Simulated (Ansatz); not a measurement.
# MgS: the cost of one run

Code: Ansatz 0.2.0. PBE orbitals, norm-conserving pseudopotentials, plane waves. No spin polarisation and no zero-point or thermal motion.

**1. Starting point**

The cell was relaxed beforehand with r2SCAN; volume changes: +0 %, -5 %, +5 %, -10 %, +10 %.

Space group F-43m (No. 216), cubic; conventional cell a = 5.662 Å, 22.69 Å³ an atom. Mg has 4 S at 2.45 Å; S has 4 Mg at 2.45 Å.

Coordinates:

```cif
data_structure
_symmetry_space_group_name_H-M 'F-43m'
_symmetry_Int_Tables_number 216
_cell_length_a 5.6617
_cell_length_b 5.6617
_cell_length_c 5.6617
_cell_angle_alpha 90.000
_cell_angle_beta 90.000
_cell_angle_gamma 90.000
_cell_volume 181.49
loop_
_atom_site_label
_atom_site_type_symbol
_atom_site_symmetry_multiplicity
_atom_site_Wyckoff_symbol
_atom_site_fract_x
_atom_site_fract_y
_atom_site_fract_z
_atom_site_occupancy
Mg1 Mg 4 a 0.00000 0.00000 0.00000 1
S1 S 4 c 0.25000 0.25000 0.25000 1
```

**2. The unscaled cell**

The input, input.yaml:

```yaml
crystal:
  lattice:
    - [0.0, 2.8308747674, 2.8308747674]
    - [2.8308747674, 0.0, 2.8308747674]
    - [2.8308747674, 2.8308747674, 0.0]
  atoms:
    - { symbol: Mg, position: [0.0, 0.0, 0.0] }
    - { symbol: S, position: [0.75, 0.75, 0.75] }
kpoints:
  mp_grid: { grid: [4, 4, 4] }
hamiltonian:
  xc: pbe
  pseudopotentials: { kind: nc }
scf:
  occupations: { method: fixed }
output:
  rpa_energy:
    ecut_chi_ladder: [218, 245, 271, 301, 331]
    long_wavelength: optical_limit
basis:
  ecutwfc: 1142.878222
```

Q: Estimate wall time and peak memory on 1 × NVIDIA H100 80GB HBM3 with 2 threads of AMD EPYC 7R13 (Zen 3), shared host.

About 2.8 min, with a peak of 3.2 GiB on the host.
